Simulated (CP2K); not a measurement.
Runs of CP2K 2026.2 on Rh. Symmetry: Fm-3m, No. 225, cubic system. Conventional cell: a = 3.796 Å, b = 3.796 Å, c = 3.796 Å, α = 90.00°, β = 90.00°, γ = 90.00°. Rh (site symmetry m-3m) is surrounded by 12 Rh at 2.68 Å. 

```tsv
level	cutoff of the non-local correlation (Ry)	gap on the mesh (eV)	pressure (GPa)
vdW-DF2	300	none	33.1
revPBE	-	none	12.9
r2SCAN	-	none	(b)
WC	-	none	1.1
PBEsol	-	none	-1.2
LDA	-	none	(a)
```

Alike in all rows: task band structure; potentials or basis POTENTIAL_UZH Rh GTH-PBE-q17; TZVP-MOLOPT-PBE-GTH basis; no spin polarisation; cell as given; k mesh 12 × 12 × 12; smearing fermi-dirac 0.05 eV.

Question: Fill in the values left out.

Answer: (a) -7.0; (b) 2.4.

Caveats: the potentials were made for another functional, which shifts forces and pressure; the basis of atomic orbitals isn't converged, which shifts pressures, moduli and gaps; a pressure of tens of GPa on the cell as given is suspect, and the run, the potentials or the cell itself is likely at fault (some runs).

A k mesh can miss the band edges, and the runs leave out spin-orbit coupling on Rh.

A gap of «none» marks a metal or a gap under the smearing width.

Runs at the PBE level aren't shown here.
